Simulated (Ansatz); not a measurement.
Runs of Ansatz 0.2.0 on BaTiO3. The typed cell holds 10 atoms: a = 4.000 Å, b = 4.018 Å, c = 8.000 Å, α = 90.00°, β = 90.00°, γ = 90.00°. 

| task | level | spin | U | cell | k mesh | cutoff (eV) | points for each segment of the path | hubbard projectors | double counting | gap on the mesh (eV) | pressure (GPa) | relaxed volume (Å³/atom) | largest force (eV/Å) |
| --- | --- | --- | --- | --- | --- | --- | --- | --- | --- | --- | --- | --- | --- |
| band structure | r2SCAN | off | - | as given | 7 × 7 × 4 | 500 | 10 | - | - | 1.68 | 7.0 | - | 6.86 |
| relaxation of cell and atoms | r2SCAN+D3(BJ) | off | - | relaxed | 7 × 7 × 4 | 500 | - | - | - | 2.64 | 0.0 | 12.83 | 0.01 |
| relaxation of cell and atoms | PBEsol+U | off | Ti d U = 5 eV | relaxed | 7 × 7 × 4 | 420 | - | ortho-atomic (the default) | fll (the default) | (a) | 0.0 | 12.64 | - |
| single point | PBE | off | - | as given | 9 × 9 × 5 | 420 | - | - | - | 1.37 | (c) | - | 6.72 |
| single point | PBE | off | - | as given | 7 × 7 × 4 | 300 | - | - | - | 1.37 | (b) | - | 6.70 |
| band structure | PBEsol | SOC, no magnetisation | - | as given | 7 × 7 × 4 | 420 | 10 | - | - | 1.36 | 3.7 | - | 6.58 |
| relaxation of cell and atoms | PBE+D3(BJ) | off | - | relaxed | 7 × 7 × 4 | 420 | - | - | - | 2.29 | 0.0 | 12.95 | - |

Alike in all rows: potentials or basis Ansatz PAW; smearing fermi-dirac 0.05 eV.

Problem. Estimate the missing entries.

Solution. (a) 2.42; (b) 9.6; (c) 10.0.

Caveats: spin-orbit coupling is left out, which moves the levels of the heavy elements (some runs); odd divisions of the mesh miss points on the zone boundary, where band edges often lie, so the gap on the mesh can be too wide (some runs); the PAW data sets come from PBE, with cores solved anew for the run's functional, which leaves a small shift of forces and pressure (some runs); forces of over 1 eV/Å show positions far from the minimum, so gaps and moduli don't describe the material at rest (some runs); the plane-wave basis is chosen anew once the cell has moved, so the energies of steps on either side of that aren't comparable (some runs); the k mesh misses the band edges, so the gap on the mesh is wider than the one along the path (some runs); the dispersion damping was fitted for another functional or another form of the correction (some runs).

A k mesh can miss the band edges, and rows without SOC leave out spin-orbit coupling on Ba.
